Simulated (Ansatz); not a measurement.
# TePb under changes of volume

One of the cells (33.730 Å³/atom); the others are scaled copies at fixed shape and fractional positions:

```xyz
2
Lattice="0.0000 3.2310 3.2310 3.2310 0.0000 3.2310 3.2310 3.2310 0.0000" Properties=species:S:1:pos:R:3 pbc="T T T"
Pb    0.0000    0.0000    0.0000
Te    3.2310    3.2310    3.2310
```

| Property | Result |
| --- | --- |
| Program | Ansatz 0.2.0 |
| Functional | PBE |
| Potentials or basis | PseudoDojo standard (PBE files) |
| Cutoff | 1120 eV |
| Density cutoff | 4480 eV |
| k mesh | 7 × 7 × 7 |
| Occupations | fermi-dirac, width 0.05 eV |
| Spin | no spin polarisation |

```csv
volume (Å³/atom),energy over the lowest point (meV/atom),pressure (GPa)
31.706,?,?
32.380,35.22,4.1
33.055,20.18,3.0
33.730,9.58,2.0
34.404,2.99,1.1
35.079,0.00,0.3
35.753,0.26,-0.4
```

Problem. What does the run at 31.706 Å³/atom give?

Solution. Energy over the lowest point 55.21 meV/atom; pressure 5.4 GPa.

Worked out: A Birch-Murnaghan fit of order 3 (a polynomial in V^(-2/3)) to the other rows has its minimum at 35.36 Å³/atom with B0 = V·E''(V) = 39 GPa and B' = 4.4. It gives 55.16 meV/atom at 31.706 Å³/atom, against the run's 55.21, and -dE/dV = 5.4 GPa, against 5.4.

Energies are extrapolated to zero smearing.
